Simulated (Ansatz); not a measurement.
Crystal: PbS.

```
CELL_PARAMETERS angstrom
2.11266 1.21975 3.45192
-2.11266 1.21975 3.45192
0.00000 -2.43949 3.45192
ATOMIC_POSITIONS crystal
Pb 0.98057 0.98057 0.98057
S 0.47504 0.47504 0.47504
```

The cell is a database's computed one.

| Item | Value |
| --- | --- |
| Program | Ansatz 0.2.0 |
| Task | single point |
| Functional | PBE |
| Potentials or basis | all-electron LAPW, scalar-relativistic |
| Cutoff | 179 eV (chosen from the basis error) |
| Basis error allowed | 0.001 eV/atom |
| k mesh | 8 × 8 × 8 |
| Occupations | fermi-dirac, width 0.05 eV |
| Spin | no spin polarisation |

On this cell: pressure 0.9 GPa; largest force 0.019 eV/Å; band gap on the k mesh 0.45 eV, direct.

The same run follows on a disturbed copy (atoms moved at random, drawn with an rms of 0.05 Å):

```
Pb S
1.0
     2.11266    1.21975    3.45192
    -2.11266    1.21975    3.45192
     0.00000   -2.43949    3.45192
Pb S
1 1
Cartesian
  0.0257 -0.0034 10.1828
  0.0296 0.0358 4.9550
```

Task: What does the disturbed cell give?

Result: The energy moves by +0.1 meV/atom; pressure 0.9 GPa; largest force 0.022 eV/Å; band gap on the k mesh 0.45 eV, direct.

Forces on the atoms (eV/Å):
```
Pb   0.001  0.013 -0.017
S   -0.001 -0.013  0.017
```

Caveats: spin-orbit coupling is left out, which as a rule narrows the gap of such compounds by several tenths of an eV.

A k mesh can miss the band edges.
